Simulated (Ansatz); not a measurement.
# ZrSe2: the cost of one run

Program: the Python package of Ansatz 0.2.0. Level of theory: DFT PBE, plane waves, PAW. These are calculated values, not measurements.

The COD entry's cell or inner coordinates are ideal or old and differ from later refinements, so a difference from it is no clean test against experiment.

### 1 The system

Symmetry: P-3m1, No. 164, trigonal system. Conventional cell: a = 3.798 Å, b = 3.798 Å, c = 6.192 Å, α = 90.00°, β = 90.00°, γ = 120.00°. Zr (site symmetry -3m) has 6 Se at 2.68 Å as nearest neighbours. Around Se (site symmetry 3m) lie 3 Zr at 2.68 Å.

No structure file is read: the coordinates are typed or built in the script.

### 2 The code

Input file defect_zrse2.py:

```python
import ansatz as az
import numpy as np
from pymatgen.core import Lattice, Structure
from pymatgen.io.ase import AseAtomsAdaptor


def main() -> None:
    pmg_structure = Structure(
        Lattice([(3.798, 0.0, 0.0), (-1.899, 3.289164, 0.0), (0.0, 0.0, 6.192)]),
        ["Zr", "Se", "Se"],
        [
            (0.0, 0.0, 0.0),
            (1 / 3, 2 / 3, 0.25),
            (2 / 3, 1 / 3, 0.75),
        ],
    )
    cell = az.Crystal.from_ase(AseAtomsAdaptor.get_atoms(pmg_structure))
    host = cell.supercell(2, 2, 1)
    defective = host.vacancy("Zr", at=(0.0, 0.0, 0.0))

    def with_settings(structure):
        return (
            structure.calculation()
            .functional("pbe")
            .kpoints(2, 2, 2)
            .occupations("gaussian", width=0.05)
            .band_table()
        )


    perfect = with_settings(host).run(threads=1, pin="off").report
    base = with_settings(defective).forces()
    res = base.run(threads=1, pin="off")
    data = res.report

    n_host, n_defect = len(perfect["lattice"]["sites"]), len(data["lattice"]["sites"])
    print(f"perfect cell: {n_host} atoms, F = {perfect['free_energy_ev']:.4f} eV")
    print(f"defect cell:  {n_defect} atoms, F = {data['free_energy_ev']:.4f} eV")
    print(f"difference {data['free_energy_ev'] - perfect['free_energy_ev']:.4f} eV (no chemical potentials)")

    pull = np.linalg.norm(data["forces_ev_ang"], axis=1)
    for atom in np.argsort(-pull)[:5]:
        print(f"force on {res.lattice.sites[atom].symbol}{atom}: {pull[atom]:.3f} eV/A")

    for site in res.lattice.sites:
        print(f"{site.symbol:2s}", " ".join(f"{v:8.4f}" for v in site.position_ang))


if __name__ == "__main__":
    main()
```

### 3 What the engine is handed

The engine receives this input (first run):

```yaml
crystal:
  lattice:
    - [3.798, 0.0, 0.0]
    - [-1.899, 3.289164, 0.0]
    - [0.0, 0.0, 6.192]
  atoms:
    - { symbol: Zr, position: [0.0, 0.0, 0.0] }
    - { symbol: Se, position: [0.3333333333333333, 0.6666666666666666, 0.25] }
    - { symbol: Se, position: [0.6666666666666666, 0.3333333333333333, 0.75] }
  supercell: [2, 2, 1]
kpoints:
  mp_grid:
    grid: [2, 2, 2]
hamiltonian:
  xc: pbe
scf:
  occupations:
    method: gaussian
    width: 0.05
output:
  eigenvalues: true
```

### 4 Running it

Run with:

```console
> python defect_zrse2.py
```

Q: Estimate wall time and peak memory on 1 thread of Arm Neoverse V1, shared host.

About 13 s, with a peak of 0.71 GiB.
